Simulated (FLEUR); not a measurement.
Runs of FLEUR MaX-R8.1 (later development tree) on SiC (Moissanite). Symmetry: P6_3mc, No. 186, hexagonal system. Conventional cell: a = 3.076 Å, b = 3.076 Å, c = 5.048 Å, α = 90.00°, β = 90.00°, γ = 120.00°. Around Si (site symmetry 3m) lie 4 C at 1.87 to 1.94 Å. C (site symmetry 3m) has 4 Si at 1.87 to 1.94 Å as nearest neighbours. 

| task | level | gmax | muffin-tin radii | lnonsphr | max iterations | mixing factor | kmax | gap on the mesh (eV) |
| --- | --- | --- | --- | --- | --- | --- | --- | --- |
| band structure | LDA | 17.4 1/bohr | Si 1.75, C 1.52 bohr | Si 8, C 8 | 60 | 0.05 | 5.6 1/bohr | (a) |
| single point | PBE | 15.1 1/bohr | Si 1.7, C 1.47 bohr | - | 60 | 0.05 | 4.88 1/bohr | 2.48 |
| single point | PBEsol | 17.9 1/bohr | Si 1.7, C 1.47 bohr | Si 8, C 8 | 60 | 0.05 | 5.76 1/bohr | 2.33 |
| band structure | r2SCAN | 17.4 1/bohr | Si 1.75, C 1.52 bohr | - | 60 | 0.05 | 5.6 1/bohr | 2.86 |

Alike in all rows: potentials or basis all-electron, FLAPW; no spin polarisation; cell as given; k mesh 10 × 10 × 5; smearing fermi-dirac 0.05 eV.

**Question.** Estimate the missing entries.

**Answer.** (a) 2.37.

Caveats: the mesh misses the band edges, which the band path finds closer together (some runs); an odd mesh through Γ misses points on the zone boundary, where band edges often lie (some runs); the meta-GGA is that of a development version, with a GGA for the radial functions and cores and without core tails (some runs).

Not every run made on this cell is shown here.
